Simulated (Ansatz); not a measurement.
# How far PBE and r2SCAN part for GeO2, biaxial strain +0.63 %, plane normal [001], relaxed out of plane

The reference is GeO2 (space group P3_121, No. 152; a = 5.093 Å, c = 5.768 Å). Axes: x lies along a and z along c of the hexagonal cell.

(Cell as relaxed with PBE.)

Levels (all Ansatz, a quantum-chemistry and plane-wave program, PAW): PBE (420 eV, no spin-orbit coupling); r2SCAN (500 eV, scalar-relativistic without spin-orbit coupling).

Each level relaxes its own structure.

| base | PBE | r2SCAN |
|---|---|---|
| volume per atom | 14.40 Å³ | 13.59 Å³ |
| lattice parameter a | 5.093 Å | 4.989 Å |
| band gap | 3.22 eV | 4.22 eV |

The change: biaxial strain +0.63 %, plane normal [001], relaxed out of plane (Cartesian); in-plane vectors clamped, the third vector and the atoms free.

```tsv
quantity	PBE	r2SCAN
band gap	3.20 eV	?
electron mass	0.39 mₑ out of plane, 0.44 mₑ in plane (at Γ)	?
out-of-plane strain	-0.31 %	?
shift of the gap caused by the change	-0.02 eV	?
gap character	indirect, K → Γ	?
```

Problem. Predict the r2SCAN column.

Solution. 
- band gap, r2SCAN: 4.20 eV
- electron mass, r2SCAN: 0.38 mₑ out of plane, 0.42 mₑ in plane (at Γ)
- out-of-plane strain, r2SCAN: -0.30 %
- shift of the gap caused by the change, r2SCAN: -0.02 eV
- gap character, r2SCAN: indirect, K → Γ

PBE's band gap lies 1.00 eV below r2SCAN's; the two agree on the shift of the gap caused by the change and gap character. Neither level is exact; r2SCAN is the comparison here, not a measurement.

Masses are band curvatures over ±0.01 Å⁻¹ around the edge. No phonon test of stability was made.
